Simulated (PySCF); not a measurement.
Geometry (Å), atoms numbered from 1 in this order:
```xyz
14

O     2.791   -1.515   -0.308
C     2.273   -0.429   -0.350
C     0.839   -0.170   -0.129
C     0.363    1.135   -0.199
C    -0.982    1.397    0.007
C    -1.849    0.350    0.284
C    -1.377   -0.957    0.355
C    -0.036   -1.218    0.149
H     2.875    0.480   -0.567
H     1.054    1.943   -0.417
H    -1.355    2.413   -0.047
H    -2.902    0.552    0.446
H    -2.062   -1.768    0.571
H     0.361   -2.226    0.198
```

Geometry: PBE0-D3(BJ)/def2-TZVP; GIAO absolute shieldings from PySCF 2.14, gas phase, non-relativistic, averaged over equivalent atoms.

At B97-2/pcSseg-2 (372 basis functions, 65 s wall time on 1 thread of an Arm Neoverse V1, shared host):
```
  atoms  σ (ppm)
     O1   -302.3
     C2    -12.4
     C3     42.2
     C6     44.0
  C4/C8     47.3
  C5/C7     50.1
     H9    21.28
H10/H14    23.40
    H12    23.76
H11/H13    23.83
```

Predict the values at PBE0/pcSseg-2 on the same geometry.

Results:


| atoms | σ at PBE0/pcSseg-2 | change |
| --- | --- | --- |
| O1 | -321.9 | -19.6 |
| C2 | -16.1 | -3.7 |
| C3 | 39.8 | -2.4 |
| C6 | 41.6 | -2.4 |
| C4/C8 | 45.1 | -2.2 |
| C5/C7 | 47.7 | -2.4 |
| H9 | 21.10 | -0.18 |
| H10/H14 | 23.21 | -0.19 |
| H12 | 23.58 | -0.18 |
| H11/H13 | 23.64 | -0.19 |

The largest change is at O1 (aldehyde oxygen). Cost: 372 basis functions, 72 s wall time on 1 thread of an Arm Neoverse V1, shared host. The order of the carbon signals is the same at both levels.
